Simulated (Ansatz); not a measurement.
This script makes an equation of state with a fit of CdS, space group P3m1 with Ansatz 0.2.0, Python API.

Script `cds_eos.py`:
```python
# -*- coding: utf-8 -*-
import logging
import sys

import ansatz as az
from ase.eos import EquationOfState
from ase.units import GPa
import numpy as np

logging.basicConfig(stream=sys.stdout, format="%(levelname)s %(message)s")
logger = logging.getLogger("calc")
logger.setLevel(logging.INFO)

VECTORS = np.array([
    [4.26117, 0.0, 0.0],
    [-2.13058, 3.69028, 0.0],
    [0.0, 0.0, 5.80417],
])
SITES = [
    ("Cd", (0.0, 0.0, 0.44269)),
    ("S", (2 / 3, 1 / 3, 0.43431)),
]


def make_crystal(cell):
    crystal = az.Crystal(lattice=az.Lattice.of(cell))
    for symbol, position in SITES:
        crystal = crystal.atom(symbol, position)
    return crystal


def main():
    volumes, energies, pressures = [], [], []
    for scale in np.linspace(0.94, 1.06, 7):
        cell = VECTORS * scale ** (1 / 3)
        model = (
            make_crystal(cell).calculation()
            .functional(az.Functional.R2SCAN)
            .basis(500)
            .occupations("fermi_dirac")
            .kpoints(6, 6, 4)
            .stress()
        )
        rep = model.run(threads=1, pin="off").report
        volumes.append(abs(np.linalg.det(cell)) / len(SITES))
        energies.append(rep["free_energy_ev"] / len(SITES))
        pressures.append(np.trace(rep["stress_gpa"]) / 3)
        logger.info(f"V = {volumes[-1]:8.4f} A^3/atom  F = {energies[-1]:.5f} eV/atom  P = {pressures[-1]:8.3f} GPa")

    eos = EquationOfState(volumes, energies, eos="sj")
    v0, e0, bulk = eos.fit()
    logger.info(f"V0 = {v0:.4f} A^3/atom, E0 = {e0:.5f} eV/atom, B = {bulk / GPa:.1f} GPa")


if __name__ == "__main__":
    main()
```

From its runs, with one value withheld:

| V (Å³/atom) | F less the lowest row shown (meV/atom) |
| --- | --- |
| 42.897 | 4.64 |
| 43.810 | 0.37 |
| 44.722 | 0.00 |
| 45.635 | 3.13 |
| 46.548 | 9.39 |
| 47.460 | ? |
| 48.373 | 30.00 |

What is the missing energy at 47.460 Å³ an atom?

A third-order Birch-Murnaghan fit, E = E0 + (9 V0 B0 / 16) [(t - 1)³ B' + (t - 1)² (6 - 4t)] with t = (V0/V)^(2/3), through the 6 rows shown gives V0 = 44.353 Å³, B0 = 31.2 GPa, B' = 4.42 and E0 = -0.29 meV. At V = 47.460 Å³, t = 0.95586, and the fit interpolates to 18.44 meV. The run gave 18.44 meV, a miss of 0.00 meV.

What to keep in mind:
- Shape and fractional positions are held along the curve, so the bulk modulus is an upper value where they are free to relax, by a factor of two or more in layered or hydrogen-bonded cells.
- Pressure is positive in compression.
- This cell is a computed structure, which may not be the phase found in nature.
- Run time: 54 s on 1 thread of Arm Neoverse V2, on a shared host, peak memory 0.61 GiB.
